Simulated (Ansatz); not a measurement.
CuCl2, 3 atoms in the cell. The structure is tetragonal, space group I4/mmm (No. 139). Conventional cell: a = 4.510 Å, b = 4.510 Å, c = 13.720 Å, α = 90.00°, β = 90.00°, γ = 90.00°. Around Cu (site symmetry 4/mmm) lie 4 Cl at 2.25 Å. Cl (site symmetry mmm) has 2 Cu at 2.25 Å as nearest neighbours. Measurements of this composition are mostly on another form, of space group No. 12.

- Program: Ansatz 0.2.0
- Task: single point
- Functional: LDA
- Potentials or basis: Ansatz PAW
- Cutoff: 420 eV (not typed: the program's choice for these potentials)
- k mesh: 8 × 8 × 8
- Occupations: gaussian, width 0.1 eV
- Spin: no spin polarisation

Potentials or basis: Ansatz PAW.

Launch:

```console
$ ansatz run input.yaml --threads 2 --pin off --max-ram 5632MiB --backend cpu --events-out ev --progress --plain --runs-dir out
```

Hardware: 2 threads of AMD EPYC 7R43 64-Core Processor (Zen 3), on a shared host.

Q: How long does it take, and how much memory?

A: Run time: 6.6 s on 2 threads of AMD EPYC 7R43 64-Core Processor (Zen 3) (shared host), peak memory 0.53 GiB. Counts: scf iterations 9, plane waves 2759, k points 59, bands 21.
